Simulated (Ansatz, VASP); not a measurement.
# Cross-check of BeIn26P27 between VASP and Ansatz, part 2 of 2

One calculation is typed for both programs; each brings its own data sets and cutoff. How far apart do they land? The structure shown is the end of the VASP relaxation below.

VASP 6.6.1 and Ansatz 0.2.0.

So far: Set-up; VASP: relaxation, PBEsol.

### Step 3. Ansatz: single point, PBEsol

Level of this step: Ansatz beside VASP: Kohn-Sham DFT, plane waves, PBEsol (Ansatz).

Ansatz runs on its default PAW (the set named soft_2) files.

The same cell, functional, mesh and smearing now go to Ansatz, which takes its cutoff from its data sets.

input.yaml

```yaml
crystal:
  lattice:
    - [0.0, 8.89632073, 8.89632073]
    - [8.89632073, 0.0, 8.89632073]
    - [8.89632073, 8.89632073, 0.0]
  atoms:
    - { symbol: Be, position: [0.00032275, 0.99998589, 0.99958169], spin: 0.6 }
    - { symbol: In, position: [0.99777194, 0.99772265, 0.32841912] }
    - { symbol: In, position: [0.99812844, 0.99798923, 0.67477134] }
    - { symbol: In, position: [0.99817142, 0.32841068, 0.99819155] }
    - { symbol: In, position: [0.99967581, 0.33297264, 0.33362808] }
    - { symbol: In, position: [0.99794888, 0.32857497, 0.67557445] }
    - { symbol: In, position: [0.99837326, 0.67464655, 0.99809589] }
    - { symbol: In, position: [0.99812008, 0.67496956, 0.32881203] }
    - { symbol: In, position: [0.9989527, 0.66703496, 0.66692906] }
    - { symbol: In, position: [0.32877608, 0.99784659, 0.99780828] }
    - { symbol: In, position: [0.33362266, 0.99966533, 0.33281662] }
    - { symbol: In, position: [0.32885181, 0.99831459, 0.67461187] }
    - { symbol: In, position: [0.33395767, 0.33289806, 0.99966237] }
    - { symbol: In, position: [0.33359159, 0.33354436, 0.33321355] }
    - { symbol: In, position: [0.33286452, 0.33283991, 0.66717373] }
    - { symbol: In, position: [0.32881164, 0.67541521, 0.99782197] }
    - { symbol: In, position: [0.33285111, 0.66722099, 0.33284047] }
    - { symbol: In, position: [0.33290475, 0.66708312, 0.66711172] }
    - { symbol: In, position: [0.67610236, 0.99756243, 0.9975994] }
    - { symbol: In, position: [0.67536701, 0.99799029, 0.32847272] }
    - { symbol: In, position: [0.66699784, 0.99898051, 0.6670759] }
    - { symbol: In, position: [0.67551144, 0.32853418, 0.99798912] }
    - { symbol: In, position: [0.66717413, 0.33282366, 0.332835] }
    - { symbol: In, position: [0.66708949, 0.33282894, 0.66721523] }
    - { symbol: In, position: [0.66686579, 0.66705767, 0.99897039] }
    - { symbol: In, position: [0.6669826, 0.6672281, 0.3328796] }
    - { symbol: In, position: [0.6670245, 0.66691989, 0.6671041] }
    - { symbol: P, position: [0.25005197, 0.24993669, 0.24997518] }
    - { symbol: P, position: [0.24922326, 0.24968282, 0.58378205] }
    - { symbol: P, position: [0.24949972, 0.24911217, 0.91736225] }
    - { symbol: P, position: [0.24950797, 0.58409283, 0.24911851] }
    - { symbol: P, position: [0.24999506, 0.58333384, 0.58327352] }
    - { symbol: P, position: [0.24987254, 0.58353838, 0.91730908] }
    - { symbol: P, position: [0.24911679, 0.91739254, 0.24904761] }
    - { symbol: P, position: [0.24954336, 0.91733689, 0.58342198] }
    - { symbol: P, position: [0.22155068, 0.92641319, 0.92551324], spin: 0.6 }
    - { symbol: P, position: [0.58412129, 0.2492868, 0.24922412] }
    - { symbol: P, position: [0.58336801, 0.24998003, 0.58333899] }
    - { symbol: P, position: [0.58447682, 0.24888638, 0.91738525] }
    - { symbol: P, position: [0.58328094, 0.58333055, 0.24998285] }
    - { symbol: P, position: [0.58338739, 0.58325794, 0.58336847] }
    - { symbol: P, position: [0.58230662, 0.58204233, 0.91784144] }
    - { symbol: P, position: [0.58414631, 0.91738054, 0.24891951] }
    - { symbol: P, position: [0.58253054, 0.91773301, 0.58203142] }
    - { symbol: P, position: [0.582228, 0.91775032, 0.91775097] }
    - { symbol: P, position: [0.91734834, 0.24893198, 0.24949939] }
    - { symbol: P, position: [0.91728757, 0.24935215, 0.58414542] }
    - { symbol: P, position: [0.92646255, 0.22096833, 0.92645273], spin: 0.6 }
    - { symbol: P, position: [0.91729546, 0.58360545, 0.24958648] }
    - { symbol: P, position: [0.91777056, 0.58202117, 0.58242069] }
    - { symbol: P, position: [0.9176857, 0.58193678, 0.91773969] }
    - { symbol: P, position: [0.92635312, 0.92587167, 0.22084017], spin: 0.6 }
    - { symbol: P, position: [0.91768948, 0.9177359, 0.58188518] }
    - { symbol: P, position: [0.92703714, 0.92561095, 0.92572207] }
hamiltonian:
  xc: pbesol
  pseudopotentials: { kind: paw }
magnetization:
  spin_polarized: true
kpoints:
  mp_grid: { grid: [2, 2, 2] }
scf:
  occupations: { method: gaussian, width: 0.05 }
  n_extra_bands: 20
output:
  forces: true
  eigenvalues: true
```

Started as:

```console
> ansatz run input.yaml --threads 8 --pin off --max-ram 18432MiB --backend cpu --events-out ev --progress --plain --runs-dir out
```

Numbers of over 12 decimals in the logs are rounded to 6 here.

Output:

```text
Warning: the band count 258 (scf.n_extra_bands) hosts the net moment |M| = 2.4000 μB (N_el = 475) but caps the reachable moment at 2·n_bands − N_el = 41.0000 μB, below the 293 bands that the automatic rule leaves for it — a moment growing past the seed, or the majority channel's smearing tail, pins there with fewer empty majority states than that count leaves; raise or omit scf.n_extra_bands unless the cap is intended
scf.n_extra_bands = 20 over 238 filled bands (N_el = 475.0): the run solves 258 bands
Engine: ansatz 0.2.0, aarch64-unknown-linux-gnu
Pseudopotentials: kind: paw
Pseudopotential: Be, paw, valence charge 2, recommended cutoff 420 eV (normal), Be.paw.azcp
Pseudopotential: In, paw, valence charge 13, recommended cutoff 420 eV (normal), In.paw.azcp
Pseudopotential: P, paw, valence charge 5, recommended cutoff 420 eV (normal), P.paw.azcp
Functional definition: PBEsol
  exchange = pbesol_x
  correlation = pbesol_c
Crystal: 54 atoms, lattice volume = 1408.190 Å³
Basis set: ecut = 420 eV, 27389 PW (Γ), exchange–correlation on 180×180×180 points (8 copies of the dense FFT grid, shifted against one another)
Bands: 258, of which v1, the nominal top of the filled ones, is band 238 counted from 1 (237 counted from 0)
Symmetry: 1 space group operations
Space group: P1 (ITA 1), of the structure as read, at distance tolerance 1.1e-4 Å
Magnetic group: BNS 1.1 (UNI 1), of the structure as read, at distance tolerance 1.1e-4 Å
k-points: 8
Non-local potential: Be, projectors of the file, l = 0: 2, l = 1: 2, l = 2: 1
Non-local potential: In, projectors of the file, l = 0: 2, l = 1: 2, l = 2: 2, l = 3: 2
Non-local potential: P, projectors of the file, l = 0: 2, l = 1: 2, l = 2: 2
PAW form: soft (Blöchl's): semilocal exchange-correlation on the pseudo side does not see the compensation charge
PAW frozen core: Be, regenerated for the run's functional, and the local potential with it (the file was generated under x = pbe(κ = 0.804, μ = 0.219515), c = pbe(β = 0.066725))
PAW frozen core: In, regenerated for the run's functional, and the local potential with it (the file was generated under x = pbe(κ = 0.804, μ = 0.219515), c = pbe(β = 0.066725))
PAW frozen core: P, regenerated for the run's functional, and the local potential with it (the file was generated under x = pbe(κ = 0.804, μ = 0.219515), c = pbe(β = 0.066725))
PAW one-centre angular grid: Be, 110 points (default); XC on 64 Gauss nodes
PAW one-centre angular grid: In, 590 points (default); XC on 64 Gauss nodes
PAW one-centre angular grid: P, 110 points (default); XC on 64 Gauss nodes
Initial density: superposition of atomic densities (chi_scale 0.1, normalization cell, long waves kept (reshape's long-wave potential 0.05 eV rms))
Starting moments: Σ|m| = 2.4 μB on 4 of 54 sites
Initial wavefunctions: pseudopotential atomic-orbital guess
Functional: x = pbesol(κ = 0.804, μ = 0.123457), c = pbesol(β = 0.046)
SCF iter   1: F=—  HF=-163751.736943 eV  |F-HF|=—  |Δ(HF+E_count)|=         —  Δρ=1.93e-2 (↑1.79e-2 ↓1.93e-2)  dr2=3.47e1  dr2_m=1.54e-1  M=0.145 μB ∫|m|=0.573 μB  β_m=0.30  ethr=3.10e-3  ⟨swp⟩=8.0  Hψ=17639  notcnv=0
preconditioner: auto → Resta (q_TF=auto, 2.276 Å⁻¹)  ε∞=4.5  [insulator: Δε(μ)=0.183 eV  Ē_g=11.466 eV  σ=0.050 eV  W_gap=0.83  n_scr=282 (ndim 8)  ℏωp=21.6 eV  f_vac=0.000  D(μ)=12.51/eV (n_scr^D=58)  ε∞_Penn≈4.5]
spin=Collinear: Resta preconditioning applied to the charge; magnetization (m = ρ↑ − ρ↓) channel mixes plain (no charge-response kernel on spin).
SCF iter   2: F=—  HF=-163745.118880 eV  |F-HF|=—  |Δ(HF+E_count)|=    6.62e0  Δρ=1.32e-2 (↑1.25e-2 ↓1.32e-2)  dr2=1.37e1  dr2_m=7.93e-2  M=0.175 μB ∫|m|=0.473 μB  β_m=0.30  ethr=3.10e-3  ⟨swp⟩=2.9  Hψ=6319  notcnv=0  defer=232
SCF iter   3: F=—  HF=-163741.754571 eV  |F-HF|=—  |Δ(HF+E_count)|=    3.36e0  Δρ=5.43e-3 (↑5.43e-3 ↓5.19e-3)  dr2=1.11e0  dr2_m=4.14e-2  M=0.202 μB ∫|m|=0.410 μB  β_m=0.30  ethr=2.89e-3  ⟨swp⟩=5.4  Hψ=7920  notcnv=0  defer=232
SCF iter   4: F=—  HF=-163741.633285 eV  |F-HF|=—  |Δ(HF+E_count)|=   1.21e-1  Δρ=1.95e-3 (↑1.59e-3 ↓1.95e-3)  dr2=1.03e-1  dr2_m=2.44e-2  M=0.127 μB ∫|m|=0.311 μB  β_m=0.30  ethr=2.33e-4  ⟨swp⟩=4.7  Hψ=9224  notcnv=0  defer=200
SCF iter   5: F=—  HF=-163741.654792 eV  |F-HF|=—  |Δ(HF+E_count)|=   2.15e-2  Δρ=1.35e-3 (↑1.26e-3 ↓1.35e-3)  dr2=4.01e-2  dr2_m=1.38e-2  M=0.115 μB ∫|m|=0.253 μB  β_m=0.30  ethr=2.17e-5  ⟨swp⟩=2.0  Hψ=4530  notcnv=0  defer=200
SCF iter   6: F=—  HF=-163741.680597 eV  |F-HF|=—  |Δ(HF+E_count)|=   2.58e-2  Δρ=8.73e-4 (↑8.73e-4 ↓8.62e-4)  dr2=7.30e-3  dr2_m=7.79e-3  M=0.099 μB ∫|m|=0.208 μB  β_m=0.30  ethr=8.44e-6  ⟨swp⟩=2.0  Hψ=5195  notcnv=0  defer=200
SCF iter   7: F=—  HF=-163741.691871 eV  |F-HF|=—  |Δ(HF+E_count)|=   1.13e-2  Δρ=6.15e-4 (↑6.15e-4 ↓6.01e-4)  dr2=1.28e-3  dr2_m=4.53e-3  M=0.078 μB ∫|m|=0.168 μB  β_m=0.30  ethr=1.54e-6  ⟨swp⟩=3.0  Hψ=9356  notcnv=0  defer=200
Mixer restart at iter 7: flushing history
spin-set hold released at iteration 7 (site moments contracting): the magnetisation degrees of freedom join the quasi-Newton model from the next iteration; the mixer history was flushed
SCF iter   8: F=—  HF=-163741.695535 eV  |F-HF|=—  |Δ(HF+E_count)|=   3.66e-3  Δρ=4.65e-4 (↑4.63e-4 ↓4.65e-4)  dr2=6.54e-4  dr2_m=2.65e-3  M=0.062 μB ∫|m|=0.135 μB  β_m=0.65  ethr=2.69e-7  ⟨swp⟩=2.0  Hψ=5171  notcnv=0  defer=200
SCF iter   9: F=—  HF=-163741.701086 eV  |F-HF|=—  |Δ(HF+E_count)|=   5.55e-3  Δρ=6.20e-5 (↑6.20e-5 ↓4.24e-5)  dr2=8.54e-5  dr2_m=3.01e-5  M=0.009 μB ∫|m|=0.025 μB  β_m=0.68  ethr=1.38e-7  ⟨swp⟩=3.0  Hψ=9376  notcnv=0  defer=200
SCF iter  10: F=—  HF=-163741.701768 eV  |F-HF|=—  |Δ(HF+E_count)|=   6.82e-4  Δρ=1.90e-5 (↑1.88e-5 ↓1.90e-5)  dr2=9.86e-6  dr2_m=3.49e-6  M=0.003 μB ∫|m|=0.010 μB  β_m=0.81  ethr=1.80e-8  ⟨swp⟩=2.5  Hψ=5977  notcnv=0  defer=200
SCF iter  11: F=—  HF=-163741.701786 eV  |F-HF|=—  |Δ(HF+E_count)|=   1.86e-5  Δρ=5.87e-6 (↑5.87e-6 ↓5.86e-6)  dr2=1.87e-6  dr2_m=2.32e-7  M=0.001 μB ∫|m|=0.003 μB  β_m=0.90  ethr=2.07e-9  ⟨swp⟩=3.0  Hψ=8218  notcnv=0  defer=200
SCF iter  12: F=—  HF=-163741.701788 eV  |F-HF|=—  |Δ(HF+E_count)|=   2.04e-6  Δρ=1.47e-6 (↑1.38e-6 ↓1.47e-6)  dr2=1.54e-7  dr2_m=1.17e-8  M=0.000 μB ∫|m|=0.000 μB  β_m=0.93  ethr=3.94e-10  ⟨swp⟩=2.9  Hψ=8277  notcnv=0  defer=200
SCF iter  13: F=—  HF=-163741.701789 eV  |F-HF|=—  |Δ(HF+E_count)|=   8.78e-8  Δρ=6.10e-7 (↑6.10e-7 ↓4.65e-7)  dr2=1.79e-8  dr2_m=2.43e-9  M=-0.000 μB ∫|m|=0.000 μB  β_m=0.97  ethr=2.11e-11  ⟨swp⟩=14.4  Hψ=19814  notcnv=0
SCF iter  14: F=-163741.701789 eV  HF=-163741.701789 eV  |F-HF|=2.27e-9  |Δ(HF+E_count)|=   1.25e-8  Δρ=1.63e-7 (↑1.60e-7 ↓1.63e-7)  dr2=3.34e-9  dr2_m=1.02e-10  M=-0.000 μB ∫|m|=0.000 μB  ethr=3.76e-12  ⟨swp⟩=3.2  Hψ=9547  notcnv=0
SCF 1 converged in 14 iterations: F = -163741.701789 eV  dr2 = 3.34e-9
  greatest PAW one-centre occupation: 0.981 electrons in one spin orbital (limit 2), on the In atom at site 6 (counted from 0), in its partial waves of l = 2
WARN: the starting moments were not kept: the SCF closed with an absolute magnetisation of 5.8e-5 μB, where they sum to 2.4 μB in size (4 sites). That is at most 0.1 of that sum. Measured as dr2_m measures the in/out step, that magnetisation stands 2.6e-11 eV from none, at or under the dr2_threshold of 1.0e-7 eV: it is no larger than a step whose dr2_m would equal this threshold. The system may hold no moment; this S [...]
SCF converged after 14 iterations
Magnetization: -0.0000 μB (237.5000 up, 237.5000 down)
Absolute magnetization: 0.0001 μB (∫|ρ↑−ρ↓|, with the PAW one-centre terms)
Spin contamination: 0.0000 ħ² per cell (⟨S²⟩ above its minimum at these occupations)
Per-site moments (μB) at R_I (Å): [(1.2954301442546238e-7, 0.936403), (2.676444020734967e-7, 1.065119), (3.382534148380631e-8, 1.065582), (2.647559928896161e-7, 1.065405), (8.071649050310257e-8, 1.060956), (2.7920762948422957e-7, 1.065382), (3.50584014158807e-8, 1.066179), (2.8087195306978804e-7, 1.065721), (2.932443653451948e-8, 1.062382), (2.6695109474239313e-7, 1.065131), (8.170310108726202e-8, 1.060514), (2.77223 [...]
Free energy (F): -163741.701789 eV
Harris-Foulkes:  -163741.701789 eV  (|F-HF|=2.27e-9)
Internal energy: -163741.684907 eV  (E = F + TS)
E sigma→0 (E₀):  -163741.693348 eV
Entropy (-TS):   -0.016881 eV (-0.313 meV/atom)
Fermi energy:    6.047354 eV
--- Per-component energies (eV) ---
  E_band       = -1642.099090
  E_kinetic    = 8198.132532
  E_local      = -37485.150682  (includes V_loc(G=0)·N_el)
  E_nonlocal   = 10505.307165
  E_hartree    = 14735.632736
  E_xc         = -7186.543218
  E_vxc        = -4218.417846  (∫ρ·V_xc dr)
  E_paw        = -121224.185209  (= ΣΔE_a)
  E_vpaw       = -8113.237861  (= ΣTr[D̂ρ^β])
  E_aug_tail   = 0.000735  (compensation charges beyond the density's cutoff)
  E_ewald      = -31292.266557
  E_core_change = 7.387590  (= ΣΔE_core)
  E_smearing   = -0.016881  (= −TS)
  E_closure    = 0.000000  (closes the sum)
  Σ components = -163741.701789   (vs F -163741.701789, Δ=0.00e0)
--- Forces (eV/Å), atoms counted from 1 ---
  atom   1  Be    -0.01142589     0.00103784    -0.01167150
  atom   2  In    -0.00230528     0.00365527     0.04014240
  atom   3  In    -0.00196734     0.00684415     0.03929038
  atom   4  In     0.00062298     0.03383082     0.00258561
  atom   5  In     0.01347312    -0.00853791     0.00303268
  atom   6  In    -0.04099821     0.00017854     0.00063440
  atom   7  In    -0.00492063     0.03879833    -0.00346015
  atom   8  In    -0.04320350    -0.00346126    -0.00393588
  atom   9  In     0.01066789    -0.00409524    -0.01502752
  atom  10  In     0.03638699    -0.00592836    -0.00091276
  atom  11  In    -0.00083270     0.01146383    -0.01143602
  atom  12  In    -0.00785875    -0.03696835    -0.00045351
  atom  13  In     0.00055546    -0.01203764     0.00967960
  atom  14  In     0.00821295     0.00442427     0.00331753
  atom  15  In    -0.00129859    -0.00103135     0.00144914
  atom  16  In    -0.00188760    -0.00554507    -0.03932379
  atom  17  In    -0.00282598    -0.00228450    -0.00163970
  atom  18  In     0.00214079    -0.00132476     0.00179189
  atom  19  In     0.04071667     0.00062471    -0.00160340
  atom  20  In    -0.00480936    -0.03404453    -0.00209434
  atom  21  In    -0.01542071     0.00490202    -0.01181003
  atom  22  In    -0.00209320     0.00144022    -0.03569207
  atom  23  In     0.00203437    -0.00101231    -0.00102099
  atom  24  In    -0.00236358     0.00201801     0.00165660
[...]
atom  47  P     -0.00142247    -0.00508085    -0.01264351
  atom  48  P      0.09168289    -0.10408658     0.09444872
  atom  49  P      0.00253775    -0.01339721     0.00059458
  atom  50  P      0.02292674    -0.00808927     0.00605057
  atom  51  P      0.00916989    -0.01690488     0.01222870
  atom  52  P      0.10229583     0.09590376    -0.09136988
  atom  53  P      0.00457794     0.00943971    -0.02246547
  atom  54  P     -0.07556067    -0.09477135    -0.09107114
  max |Σ_I F_I| component: 1.82e-6 eV/Å
--- Band table (eV; the first three rows and the last of 16) ---
  k-point 0 ↑: bands = [... 234 lower, 5.6129, 6.2686, 6.2691, 6.2696, 6.7252, 7.6509, 7.6513, 7.6525, ... 16 higher]
  k-point 1 ↑: bands = [... 234 lower, 5.9810, 5.9824, 6.0002, 6.0009, 7.5780, 7.8495, 7.8955, 8.2806, ... 16 higher]
  k-point 2 ↑: bands = [... 234 lower, 5.9815, 5.9831, 5.9999, 6.0005, 7.5782, 7.8496, 7.8953, 8.2812, ... 16 higher]
  k-point 7 ↓: bands = [... 234 lower, 5.9804, 5.9809, 6.0005, 6.0015, 7.5774, 7.8487, 7.8956, 8.2794, ... 16 higher]
```

Elapsed: 3.5 min, on 8 threads of Arm Neoverse N1, shared host; peak memory 15 GiB; 28 min of CPU time.

### Step 4. Differences

Known differences besides the potentials themselves: the data sets hold 475 valence electrons in Ansatz (default PAW (the set named soft_2) files) and 215 in VASP; the cutoff is 420 eV in Ansatz and 300 eV in VASP (PREC = Normal, projectors in real space); Ansatz makes its cores anew for this functional, VASP keeps those of its PBE data sets; VASP leaves aspherical gradient terms in its spheres out (LASPH is not set), Ansatz keeps them. Total energies have different zeros and are not compared.

At this near-relaxed geometry the largest component of a force difference is 99 meV/Å. VASP's last cycles still show a density residual of 3e-03, so its state may not be settled.

### Step 5. Other set-ups

Further runs change the set-up of one program: Ansatz's method, potentials or start, or VASP's data sets, cutoff or form of LDA. The table gives Ansatz less VASP for each quantity, since a change that brings one quantity closer may part another.

```tsv
run	r.m.s. force difference (meV/Å)
as above	29
cores kept as stored	29
```

### Step 6. Summary of results

```yaml
r_m_s_force_difference_single_point_pbesol: 29 meV/Å
```

The r.m.s. force difference is 29 meV/Å (single point, PBEsol), beyond the 12 meV/Å picked in this series as the mark of a large difference. For single point, PBEsol, no further run moves any of the tabulated differences by more than a quarter of its size. 2 further runs of this series are not shown here. How closely two codes agree says nothing of how well the functional describes the real material.

[Lines on the potential files, build, host, timing and source positions are cut from VASP's logs without a mark.]

[Logs are printed without paths, hosts, clocks, repeated set-up lines and the standing remarks that a program may print on its own settings, such as how far it seeks lower states.]

[Hosts, paths, dates, database ids (printed as entryN), source tags and the programs' standing remarks are cut or masked in the printed files.]
